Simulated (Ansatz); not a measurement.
**Stack of 1T-HfO2 under 2H-MoS2, upper layer turned by 180° in a perpendicular field**

Aim: how the stack of 1T-HfO2 under 2H-MoS2, upper layer turned by 180° screens a field along its normal, and what the field does to its bands. A positive field points along +c.

Calculated with Ansatz 0.2.0; plane-wave DFT, PBE-D4, Ansatz PAW, in the first sound run; inputs show where later runs differ.

**1. The structure**

The cell holds 6 atoms: 2 O, 1 Hf, 2 S and 1 Mo. Cell: a = 3.210 Å, b = 3.210 Å, c = 26.731 Å, α = 90.0°, β = 90.0°, γ = 120.0°. Regions: layer 1: 1T-HfO2, 3 atoms (2 O and 1 Hf); layer 2: 2H-MoS2, 3 atoms (2 S and 1 Mo). Vacuum lies along c.

**2. Relaxation**

The starting cell is a guess, so the in-plane lattice and the atoms are relaxed first, with the slab cut off from its images along the normal. The program lengthens the vector along the normal by itself, so c and the volume that it reports differ from the typed ones.

The input, input.yaml:

```yaml
crystal:
  lattice:
    - [3.21, 0.0, 0.0]
    - [-1.605, 2.7799415461, 0.0]
    - [0.0, 0.0, 26.7311886139]
  atoms:
    - { symbol: O, position: [0.6666666667, 0.3333333333, 0.3366853652] }
    - { symbol: Hf, position: [0.0, 0.0, 0.383794959] }
    - { symbol: O, position: [0.3333333333, 0.6666666667, 0.4309045528] }
    - { symbol: S, position: [0.0, 0.0, 0.5412625336] }
    - { symbol: Mo, position: [0.3333333333, 0.6666666667, 0.6022885842] }
    - { symbol: S, position: [0.0, 0.0, 0.6633146348] }
  periodic: [true, true, false]
kpoints:
  mp_grid: { grid: [12, 12, 1] }
hamiltonian:
  xc: pbe
  dispersion: d4
scf:
  occupations: { method: fermi_dirac, width: 0.05 }
  convergence: { dr2_threshold: 1.0e-09 }
relax:
  f_tol: 0.004
  max_steps: 90
  cell: {}
output:
  write_potential: true
  write_density: true
  volumetric_format: npy
```

The run is started by

```console
> ansatz run input.yaml --threads 4 --pin off --max-ram 6144MiB --backend cpu --events-out ev --progress --plain --runs-dir out
```

Numbers of over 12 decimals in the logs are rounded to 6 here.

The log of the run:

```text
Warning: crystal.periodic: the lattice vector that does not repeat stood 0.000° off the slab's normal, 26.731 Å along it as the deck builds it. The run solves the slab on a vector along the normal, 41.262 Å long, with every atom where it was (on the deck's vector they left 18.00 Å outside them, and the widest stretch free of ions among them is 2.95 Å). A fractional position that the run reports is one of the run's ce [...]
Warning: relax.cell: scf.convergence.dr2_threshold = 1e-9 eV is looser than the 1.71009633573e-10 eV advised for a relaxation that steers and ends on the stress (1e-10 eV for each atom of the cell: 6, times the square of relax.cell.stress_2d_tol = 0.05 N/m over 18.7 Å (the atoms' height at the walk's start and 5 Å past either face), 2.669e-2 GPa, over a crystal's default 0.05). What an SCF threshold leaves in a stress goes as its square root, and in the free energy as the threshold itself, and one threshold admits the most on a small cell: [figures from the program's tests cut] Set scf.convergence.dr2_threshold to 1.71009633573e-10 eV or tighter. [rest of the remark cut]
crystal.periodic: the lattice vector that does not repeat stood 0.000° off the slab's normal, 26.731 Å along it as the deck builds it. The run solves the slab on a vector along the normal, 41.262 Å long, with every atom where it was (on the deck's vector they left 18.00 Å outside them, and the widest stretch free of ions among them is 2.95 Å). A fractional position that the run reports is one of the run's cell, which [...]
Engine: ansatz 0.2.0, aarch64-unknown-linux-gnu
Pseudopotentials: kind: paw
Pseudopotential: O, paw, valence charge 6, recommended cutoff 420 eV (normal), O.paw.azcp
Pseudopotential: Hf, paw, valence charge 26, recommended cutoff 420 eV (normal), Hf.paw.azcp
Pseudopotential: S, paw, valence charge 6, recommended cutoff 420 eV (normal), S.paw.azcp
Pseudopotential: Mo, paw, valence charge 14, recommended cutoff 420 eV (normal), Mo.paw.azcp
Functional definition: PBE
  parameter kappa = 0.804
  parameter beta = 0.066725
  exchange = pbe_x(kappa = kappa, mu = beta*pi^2/3)
  correlation = pbe_c(beta = beta)
Crystal: 6 atoms, lattice volume = 368.209 Å³
Basis set: ecut = 420 eV, 7301 PW (Γ), exchange–correlation on 48×48×576 points (8 copies of the dense FFT grid, shifted against one another)
Bands: 39, of which v1, the nominal top of the filled ones, is band 32 counted from 1 (31 counted from 0)
Symmetry: 6 space group operations
Space group: P3m1 (ITA 156), of the structure as read, at distance tolerance 7.2e-5 Å
k-points: 19 of 144 (time reversal used)
Non-local potential: O, projectors of the file, l = 0: 2, l = 1: 2, l = 2: 1
Non-local potential: Hf, projectors of the file, l = 0: 3, l = 1: 2, l = 2: 2, l = 3: 3
Non-local potential: S, projectors of the file, l = 0: 2, l = 1: 2, l = 2: 2
Non-local potential: Mo, projectors of the file, l = 0: 3, l = 1: 2, l = 2: 2, l = 3: 1
PAW form: soft (Blöchl's): semilocal exchange-correlation on the pseudo side does not see the compensation charge
PAW one-centre angular grid: O, 110 points (default); XC on 64 Gauss nodes
PAW one-centre angular grid: Hf, 590 points (default); XC on 64 Gauss nodes
PAW one-centre angular grid: S, 110 points (default); XC on 64 Gauss nodes
PAW one-centre angular grid: Mo, 590 points (default); XC on 64 Gauss nodes
Initial density: superposition of atomic densities (neutral atoms: chi_scale 0, normalization atom), corrected by the library's trained network
Initial wavefunctions: pseudopotential atomic-orbital guess
Functional: x = pbe(κ = 0.804, μ = 0.219515), c = pbe(β = 0.066725)
SCF iter   1: F=—  HF=-23623.958339 eV  |F-HF|=—  |Δ(HF+E_count)|=         —  Δρ=2.94e-3  dr2=2.92e-1  ethr=1.77e-3  ⟨swp⟩=14.5  Hψ=5200  notcnv=0
preconditioner: auto → Resta (q_TF=auto, 2.038 Å⁻¹)  ε∞=2.6  [insulator: Δε(μ)=1.699 eV  Ē_g=10.669 eV  σ=0.050 eV  W_gap=1.00  n_scr=26 (ndim 8)  ℏωp=13.4 eV  f_vac=0.714  D(μ)=0.00/eV (n_scr^D=0)  ε∞_Penn≈2.6  vacuum switching on, ρ_ref=8.3e-3 e/Å³]
SCF iter   2: F=—  HF=-23623.952237 eV  |F-HF|=—  |Δ(HF+E_count)|=   6.10e-3  Δρ=4.13e-3  dr2=4.17e-1  ethr=4.56e-4  ⟨swp⟩=4.1  Hψ=1447  notcnv=0  defer=27
SCF iter   3: F=—  HF=-23623.917296 eV  |F-HF|=—  |Δ(HF+E_count)|=   3.49e-2  Δρ=1.32e-3  dr2=3.37e-2  ethr=4.56e-4  ⟨swp⟩=3.7  Hψ=1153  notcnv=0  defer=32
SCF iter   4: F=—  HF=-23623.911439 eV  |F-HF|=—  |Δ(HF+E_count)|=   5.86e-3  Δρ=1.50e-3  dr2=1.19e-2  ethr=5.26e-5  ⟨swp⟩=3.7  Hψ=1848  notcnv=0  defer=30
SCF iter   5: F=—  HF=-23623.909869 eV  |F-HF|=—  |Δ(HF+E_count)|=   1.57e-3  Δρ=4.76e-4  dr2=1.82e-3  ethr=1.87e-5  ⟨swp⟩=2.9  Hψ=1303  notcnv=0  defer=25
SCF iter   6: F=—  HF=-23623.909815 eV  |F-HF|=—  |Δ(HF+E_count)|=   5.38e-5  Δρ=4.42e-4  dr2=1.04e-3  ethr=2.85e-6  ⟨swp⟩=3.3  Hψ=1419  notcnv=0  defer=25
SCF iter   7: F=—  HF=-23623.909682 eV  |F-HF|=—  |Δ(HF+E_count)|=   1.33e-4  Δρ=1.37e-4  dr2=1.32e-4  ethr=1.62e-6  ⟨swp⟩=2.7  Hψ=1329  notcnv=0  defer=25
SCF iter   8: F=—  HF=-23623.909665 eV  |F-HF|=—  |Δ(HF+E_count)|=   1.79e-5  Δρ=6.68e-5  dr2=3.35e-5  ethr=2.07e-7  ⟨swp⟩=3.3  Hψ=1543  notcnv=0  defer=25
SCF iter   9: F=—  HF=-23623.909688 eV  |F-HF|=—  |Δ(HF+E_count)|=   2.34e-5  Δρ=2.32e-5  dr2=4.85e-6  ethr=5.23e-8  ⟨swp⟩=3.4  Hψ=1475  notcnv=0  defer=24
SCF iter  10: F=—  HF=-23623.909674 eV  |F-HF|=—  |Δ(HF+E_count)|=   1.36e-5  Δρ=1.25e-5  dr2=1.43e-6  ethr=7.57e-9  ⟨swp⟩=3.3  Hψ=1346  notcnv=0  defer=24
SCF iter  11: F=—  HF=-23623.909674 eV  |F-HF|=—  |Δ(HF+E_count)|=   3.78e-8  Δρ=4.32e-6  dr2=2.25e-7  ethr=2.24e-9  ⟨swp⟩=3.2  Hψ=1347  notcnv=0  defer=24
SCF iter  12: F=—  HF=-23623.909674 eV  |F-HF|=—  |Δ(HF+E_count)|=   5.33e-8  Δρ=1.81e-6  dr2=1.05e-8  ethr=3.51e-10  ⟨swp⟩=3.3  Hψ=1279  notcnv=0  defer=24
SCF iter  13: F=—  HF=-23623.909674 eV  |F-HF|=—  |Δ(HF+E_count)|=   2.52e-8  Δρ=1.13e-6  dr2=8.34e-9  ethr=1.64e-11  ⟨swp⟩=3.5  Hψ=1692  notcnv=0  defer=24
SCF iter  14: F=—  HF=-23623.909674 eV  |F-HF|=—  |Δ(HF+E_count)|=   1.40e-9  Δρ=5.41e-7  dr2=1.47e-9  ethr=1.30e-11  ⟨swp⟩=2.8  Hψ=1298  notcnv=0  defer=24
SCF iter  15: F=-23623.909674 eV  HF=-23623.909674 eV  |F-HF|=2.33e-10  |Δ(HF+E_count)|=  5.68e-10  Δρ=1.60e-7  dr2=8.23e-11  ethr=1.56e-12  ⟨swp⟩=11.8  Hψ=6056  notcnv=0
SCF 1 converged in 15 iterations: F = -23623.909674 eV  dr2 = 8.23e-11
  greatest PAW one-centre occupation: 0.999 electrons in one spin orbital (limit 2), on the Hf atom at site 1 (counted from 0), in its partial waves of l = 0
[...]
SCF iter  14: F=-23625.217350 eV  HF=-23625.217350 eV  |F-HF|=2.55e-11  |Δ(HF+E_count)|=  2.15e-10  Δρ=1.38e-7  dr2=1.34e-10  ethr=1.56e-12  ⟨swp⟩=11.6  Hψ=5826  notcnv=0
SCF 3 converged in 14 iterations: F = -23625.217350 eV  dr2 = 1.34e-10
relax step   3: F+E_penalty+E_count = -23625.21735001 eV  Δ(F+E_penalty+E_count) = -1.096e-1 eV  max|allowed force component| = 3.776e-1 eV/Å  Δτ_max = 0.1929 Å  P = +2.521 N/m  Ω = 363.983 Å³  energy of the carried Pulay correction = +2.079e-3 eV  fix = [c, alpha, beta]  reactions: c +0.000 N/m  (14 SCF iters, accepted)
[...]
relax step   4: F+E_penalty+E_count = -23625.23164027 eV  Δ(F+E_penalty+E_count) = -1.429e-2 eV  max|allowed force component| = 8.318e-2 eV/Å  Δτ_max = 0.1839 Å  P = -0.216 N/m  Ω = 368.034 Å³  energy of the carried Pulay correction = +8.560e-5 eV  fix = [c, alpha, beta]  reactions: c -0.000 N/m  (14 SCF iters, accepted)
[...]
relax step   5: F+E_penalty+E_count = -23625.23323375 eV  Δ(F+E_penalty+E_count) = -1.593e-3 eV  max|allowed force component| = 3.613e-2 eV/Å  Δτ_max = 0.0840 Å  P = -0.279 N/m  Ω = 367.787 Å³  energy of the carried Pulay correction = +2.068e-4 eV  fix = [c, alpha, beta]  reactions: c -0.000 N/m  (13 SCF iters, accepted)
[...]
relax step   6: F+E_penalty+E_count = -23625.23428621 eV  Δ(F+E_penalty+E_count) = -1.052e-3 eV  max|allowed force component| = 1.882e-2 eV/Å  Δτ_max = 0.0279 Å  P = +0.124 N/m  Ω = 367.105 Å³  energy of the carried Pulay correction = +5.410e-4 eV  fix = [c, alpha, beta]  reactions: c +0.000 N/m  (11 SCF iters, accepted)
[...]
relax step   7: F+E_penalty+E_count = -23625.23417925 eV  Δ(F+E_penalty+E_count) = +1.070e-4 eV  max|allowed force component| = 4.241e-3 eV/Å  Δτ_max = 0.0088 Å  P = -0.022 N/m  Ω = 367.444 Å³  energy of the carried Pulay correction = +3.750e-4 eV  fix = [c, alpha, beta]  reactions: c -0.000 N/m  (10 SCF iters, accepted)
[...]
relax step   8: F+E_penalty+E_count = -23625.23420742 eV  Δ(F+E_penalty+E_count) = -2.817e-5 eV  max|allowed force component| = 2.790e-4 eV/Å  Δτ_max = 0.0016 Å  P = -0.001 N/m  Ω = 367.394 Å³  energy of the carried Pulay correction = +3.994e-4 eV  fix = [c, alpha, beta]  reactions: c -0.000 N/m  (8 SCF iters, accepted)
Initial wavefunctions: pseudopotential atomic-orbital guess (no wavefunctions were taken with the density)
iter 1 solved again at ethr=8.87e-8 eV; its pass at ethr=3.10e-3 eV (dr2=5.68e-5 eV) is discarded
SCF iter   1: F=—  HF=-23625.233864 eV  |F-HF|=—  |Δ(HF+E_count)|=         —  Δρ=6.37e-6  dr2=2.63e-8  ethr=8.87e-8  ⟨swp⟩=7.2  Hψ=9699  notcnv=0
preconditioner: auto → Resta (q_TF=auto, 2.039 Å⁻¹)  ε∞=2.4  [insulator: Δε(μ)=1.386 eV  Ē_g=11.226 eV  σ=0.050 eV  W_gap=1.00  n_scr=26 (ndim 8)  ℏωp=13.4 eV  f_vac=0.732  D(μ)=0.00/eV (n_scr^D=0)  ε∞_Penn≈2.4  vacuum switching on, ρ_ref=9.1e-3 e/Å³]
SCF iter   2: F=—  HF=-23625.233843 eV  |F-HF|=—  |Δ(HF+E_count)|=   2.09e-5  Δρ=3.16e-6  dr2=1.67e-8  ethr=4.11e-11  ⟨swp⟩=5.8  Hψ=2925  notcnv=0
SCF iter   3: F=—  HF=-23625.233843 eV  |F-HF|=—  |Δ(HF+E_count)|=   5.90e-9  Δρ=1.82e-6  dr2=6.84e-9  ethr=2.61e-11  ⟨swp⟩=3.2  Hψ=1412  notcnv=0
SCF iter   4: F=—  HF=-23625.233843 eV  |F-HF|=—  |Δ(HF+E_count)|=   2.40e-9  Δρ=6.44e-7  dr2=1.88e-9  ethr=1.07e-11  ⟨swp⟩=2.8  Hψ=1231  notcnv=0
SCF iter   5: F=-23625.233843 eV  HF=-23625.233843 eV  |F-HF|=2.55e-10  |Δ(HF+E_count)|=  1.46e-11  Δρ=1.78e-7  dr2=1.45e-10  ethr=1.56e-12  ⟨swp⟩=17.1  Hψ=6864  notcnv=0
SCF 9 converged in 5 iterations: F = -23625.233843 eV  dr2 = 1.45e-10
relax step   9: F+E_penalty+E_count = -23625.23384297 eV  Δ(F+E_penalty+E_count) = +3.645e-4 eV  max|allowed force component| = 2.798e-4 eV/Å  Δτ_max = 0.0000 Å  P = -0.008 N/m  Ω = 367.394 Å³  fix = [c, alpha, beta]  reactions: c -0.000 N/m  stress off target by 7.62e-3 N/m on what of the cell is left free  SCF on the basis re-selected at this cell (its energy is not comparable with the rows above)  (5 SCF iters)
basis re-selected at this cell: Δ(F+E_penalty+E_count) = +3.645e-4 eV, ΔP = -0.007 N/m vs the last step (what re-selecting the basis moved, of the pressure what is left beyond the Pulay correction that the steps carried, after the strain that the cell walked since its last selection, with what the two solves' SCF thresholds leave and, on support functions, any second-order correction that the steps lacked; it is no m [...]
WARN: The output density's exchange-correlation potential varies sharply where the density is thin. Do not read a vacuum level from v_tot or v_xc, or from such a field of the output density. On a cell that repeats whose density bears no net charge and no dipole along the vacuum's axis use v_es (v_loc + v_h of the components); under efield.dipole_correction with no amplitude use v_es + v_field, which holds any externa [...]
SCF converged after 5 iterations
Free energy (F): -23625.233843 eV
Harris-Foulkes:  -23625.233843 eV  (|F-HF|=2.55e-10)
Internal energy: -23625.233843 eV  (E = F + TS)
E sigma→0 (E₀):  -23625.233843 eV
Entropy (-TS):   -0.000000 eV (-0.000 meV/atom)
Fermi energy:    -5.168512 eV
--- Per-component energies (eV) ---
  E_band       = -1395.851885
  E_kinetic    = 1426.999734
  E_local      = -306938.223275  (includes V_loc(G=0)·N_el)
  E_nonlocal   = -947.666386
  E_hartree    = 152361.388943
  E_xc         = -825.719476
  E_vxc        = -858.902132  (∫ρ·V_xc dr)
  E_paw        = -11645.259767  (= ΣΔE_a)
  E_vpaw       = 1199.159697  (= ΣTr[D̂ρ^β])
  E_aug_tail   = 0.004961  (compensation charges beyond the density's cutoff)
  E_ewald      = 142944.726268
  E_disp       = -1.484846  (pairwise vdW)
  E_smearing   = -0.000000  (= −TS)
  E_closure    = 0.000000  (closes the sum)
  Σ components = -23625.233843   (vs F -23625.233843, Δ=0.00e0)
--- Forces (eV/Å), atoms counted from 1 ---
  atom   1  O      0.00000000    -0.00000000    -0.00004306
  atom   2  Hf     0.00000000     0.00000000    -0.00023043
  atom   3  O      0.00000000     0.00000000    -0.00011967
  atom   4  S      0.00000000    -0.00000000     0.00000538
  atom   5  Mo     0.00000000    -0.00000000     0.00027971
  atom   6  S      0.00000000    -0.00000000     0.00010755
  max |Σ_I F_I| component: 5.23e-7 eV/Å
--- 2D stress c σ (N/m, compression-positive) ---
       -0.007622       0.000000       0.000000
        0.000000      -0.007622      -0.000000
        0.000000      -0.000000      -0.000000
  P = ½ c Tr σ = -0.0076 N/m
--- Band table (eV; the first three rows and the last of 19) ---
  k-point 0: bands = [... 28 lower, -7.6128, -7.6128, -7.4770, -5.8659, -3.3223, -3.3223, -3.0391, -3.0391, ... 3 higher]
  k-point 1: bands = [... 28 lower, -8.0647, -7.7706, -7.1017, -5.9383, -3.4446, -3.2809, -3.1515, -3.1432, ... 3 higher]
  k-point 2: bands = [... 28 lower, -8.1483, -8.1432, -7.0060, -6.2267, -3.6619, -3.4739, -3.4190, -2.7665, ... 3 higher]
  k-point 18: bands = [... 28 lower, -8.7175, -8.6283, -8.0620, -6.0688, -4.4803, -2.9019, -2.8328, -2.3795, ... 3 higher]
  the weakly bound empty levels are not read free of the cell's end (no_gap_told)
--- Relaxed structure (8 steps of the walk, 8 accepted, 1 SCFs on fresh bases) ---
  F+E_penalty+E_count = -23625.23384297 eV   max|allowed force component| = 2.798e-4 eV/Å   (the final SCF, on the basis selected at the relaxed cell)
  cell:  # Å, volume = 367.3938 Å³
    - [3.206443, 0, 0]
    - [-1.603221, 2.776861, 0]
    - [0, 0, 41.262377]
  atoms:
    - { symbol: O, position: [0.666667, 0.333333, 0.230249] }
    - { symbol: Hf, position: [-9.25185853800447e-18, -5.242719838471787e-17, 0.254203] }
    - { symbol: O, position: [0.333333, 0.666667, 0.278001] }
    - { symbol: S, position: [-9.251858538004414e-18, -5.242719838471776e-17, 0.347190] }
    - { symbol: Mo, position: [0.333333, 0.666667, 0.384640] }
    - { symbol: S, position: [-9.251858538004414e-18, -5.242719838471776e-17, 0.422173] }
```

Elapsed: 91 s, on 4 threads of Arm Neoverse V1, shared host; peak memory 0.83 GiB.

Step by step:

| step | energy less that of the first step (eV) | largest force component (eV/Å) | volume (Å³) |
| --- | --- | --- | --- |
| 1 | 0.0000 | 4.0247 | 368.21 |
| 2 | -1.1981 | 1.2966 | 366.42 |
| 3 | -1.3077 | 0.3776 | 363.98 |
| 4 | -1.3220 | 0.0832 | 368.03 |
| 5 | -1.3236 | 0.0361 | 367.79 |
| 6 | -1.3246 | 0.0188 | 367.10 |
| 7 | -1.3245 | 0.0042 | 367.44 |
| 8 | -1.3245 | 0.0003 | 367.39 |
| 9* | -1.3242 | 0.0003 | 367.39 |

Relaxation steps marked * repeat the geometry before them on a plane-wave basis chosen anew for their cell, so energy and pressure can jump there.

Forces are held to the 6 operations that the run works with; a distortion that breaks them can't arise in this run.

| cell as run | before | after | change |
| --- | --- | --- | --- |
| a (Å) | 3.210 | 3.206 | -0.1 % |
| b (Å) | 3.210 | 3.206 | -0.1 % |

The atoms that moved most (Å, along periodic axes as changes of fractional coordinates times the final cell, across vacuum about the mean position):

| atom | dx | dy | dz | length |
| --- | --- | --- | --- | --- |
| O1 | 0.000 | 0.000 | 0.501 | 0.501 |
| S6 | 0.000 | 0.000 | -0.311 | 0.311 |
| Hf2 | 0.000 | 0.000 | 0.230 | 0.230 |
| Mo5 | 0.000 | 0.000 | -0.229 | 0.229 |
| S4 | 0.000 | 0.000 | -0.143 | 0.143 |
| O3 | 0.000 | 0.000 | -0.048 | 0.048 |

The relaxed structure:

```xyz
6
Lattice="3.2064 0.0000 0.0000 -1.6032 2.7769 0.0000 0.0000 0.0000 41.2624" Properties=species:S:1:pos:R:3
O     1.6032    0.9256    9.5006
Hf    0.0000    0.0000   10.4890
O     0.0000    1.8512   11.4710
S     0.0000    0.0000   14.3259
Mo    0.0000    1.8512   15.8712
S     0.0000    0.0000   17.4199
```

The lattice constant a goes from 3.210 to 3.206 Å.

[end of part 1 of 3]

[Logs are printed without paths, hosts, clocks, repeated set-up lines and the standing remarks that a program may print on its own settings, such as how far it seeks lower states.]

[Hosts, paths, dates, database ids (printed as entryN), source tags and the programs' standing remarks are cut or masked in the printed files.]

[Maps of the electrostatic potential energy from Ansatz leave out the sawtooth potential of an applied field or a dipole correction, so their vacuum need not be flat; planar profiles and work functions include it.]
